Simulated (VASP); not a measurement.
Write the native input for VASP 6.6.1 that does the following.

| Quantity | Value |
| --- | --- |
| Task | relaxation of cell and atoms |
| Functional | PBE |
| Potentials or basis | VASP PAW PBE potentials, release 64 (Na_pv, Cl) |
| Cutoff | 700 eV |
| k mesh | 8 × 8 × 8 |
| Occupations | gaussian, width 0.02 eV |
| Spin | no spin polarisation |
| Further INCAR settings | ALGO = Normal; EDIFF = 1e-07; IBRION = 2; EDIFFG = -0.005; NSW = 40; ISIF = 3 |

The structure of NaCl lies in POSCAR:

```
NaCl
1.0
    0.0000000000      2.8000000000      2.8000000000
    2.8000000000      0.0000000000      2.8000000000
    2.8000000000      2.8000000000      0.0000000000
Na Cl
1 1
Direct
    0.0000000000      0.0000000000      0.0000000000
    0.5000000000      0.5000000000      0.5000000000
```

The cell was built by a generator and needn't be a form met in nature.

These files were run (other wordings do the same):

INCAR

```
SYSTEM = NaCl
PREC = Accurate
ENCUT = 700
EDIFF = 1E-7
ISMEAR = 0
SIGMA = 0.02
LREAL = .FALSE.
LASPH = .TRUE.
NELM = 120
ALGO = Normal
ISIF = 3
LWAVE = .FALSE.
LCHARG = .FALSE.
GGA = PE
IBRION = 2
NSW = 40
EDIFFG = -0.005
```

KPOINTS

```
Automatic mesh
0
G
  8 8 8
  0 0 0
```

Potentials or basis: VASP PAW PBE potentials, release 64 (Na_pv, Cl).

Run with:

```sh
$ cat potpaw_PBE.64/Na_pv/POTCAR potpaw_PBE.64/Cl/POTCAR > POTCAR
$ mpirun -np 1 vasp_std > vasp.out
```

Results of the run:

| Quantity | Value |
| --- | --- |
| Relaxed volume | 23.10 Å³/atom |
| Relaxed cell | a = 4.028 Å, b = 4.028 Å, c = 4.028 Å, α = 60.00°, β = 60.00°, γ = 60.00° |
| Space group after relaxing (to 0.05 Å) | Fm-3m (No. 225) |
| Energy gained by relaxing | 4.6 meV/atom |
| Ionic steps | 4 |
| Pressure after relaxing | 0.0 GPa |
| Band gap on the k mesh | 5.00 eV, direct |

Wall time 77 s on 1 thread of Intel(R) Xeon(R) Platinum 8375C CPU @ 2.90GHz (Ice Lake), with other jobs on the host, peak memory 0.21 GiB.
